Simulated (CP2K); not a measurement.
Runs of CP2K 2026.2 on La. Symmetry: P6_3/mmc, No. 194, hexagonal system. The conventional cell has a = 3.750 Å, b = 3.750 Å, c = 6.070 Å, α = 90.00°, β = 90.00°, γ = 120.00°. La (site symmetry -6m2) has 12 La at 3.73 to 3.75 Å as nearest neighbours. This isn't the form of La at room conditions, which is double hcp.

```tsv
potentials or basis	potentials	gap on the mesh (eV)	pressure (GPa)
GTH_POTENTIALS La GTH-PBE-q11; DZVP-MOLOPT-SR-GTH basis	La GTH-PBE-q11 of GTH_POTENTIALS	none	2.2
POTENTIAL_UZH La GTH-SCAN-q11; DZVP-MOLOPT-SR-GTH basis	La GTH-SCAN-q11 of POTENTIAL_UZH	none	(a)
GTH_POTENTIALS La GTH-PADE-q11; DZVP-MOLOPT-SR-GTH basis	La GTH-PADE-q11 of GTH_POTENTIALS	none	2.1
POTENTIAL_UZH La GTH-PBE0-q11; DZVP-MOLOPT-SR-GTH basis	La GTH-PBE0-q11 of POTENTIAL_UZH	none	0.8
```

Alike in all rows: task band structure; level PBE; no spin polarisation; cell as given; k mesh 8 × 8 × 5; smearing fermi-dirac 0.05 eV.

Q: Fill in the values left out.

A: (a) -0.7.

Caveats: spin-orbit coupling is left out, which moves the levels of the heavy elements; the basis of atomic orbitals isn't converged, which shifts pressures, moduli and gaps; the potentials were made for another functional, which shifts forces and pressure (some runs).

A k mesh can miss the band edges, and the runs leave out spin-orbit coupling on La.

A gap of «none» marks a metal or a gap under the smearing width.
